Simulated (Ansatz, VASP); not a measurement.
# Ca in VASP and in Ansatz

```
Ca
1.0
    -2.16151    2.16151    2.16151
     2.16151   -2.16151    2.16151
     2.16151    2.16151   -2.16151
Ca
1
Direct
  0.00000 0.00000 0.00000
```

Alike in both runs: functional PBEsol; k mesh 14 × 14 × 14; occupations gaussian, width 0.1 eV; no spin polarisation.

Ansatz relaxed the structure, and its values are those at the end. VASP's run is a single point on that final structure, the one shown.

|  | VASP | Ansatz |
| --- | --- | --- |
| version | VASP 6.6.1 | Ansatz 0.2.0 |
| potentials or method | VASP PAW PBE potentials, release 64 (Ca_sv) | scalar-relativistic, plane waves, PAW |
| plane-wave cutoff (eV) | 520 | 420 |
| valence electrons in the cell | 10 | 10 |

```csv
,VASP,Ansatz,Ansatz less VASP
gap on the k mesh at the Fermi level (eV),none,none,-
pressure (GPa),0.0,0.0,-0.01
```

A gap of «none» marks a metal or a gap that the smearing closes. The functional is the same, so the differences come from potentials, cutoffs and numerics.

Caveats: the PAW data sets were made with another functional, which shifts forces and pressure a little (VASP).
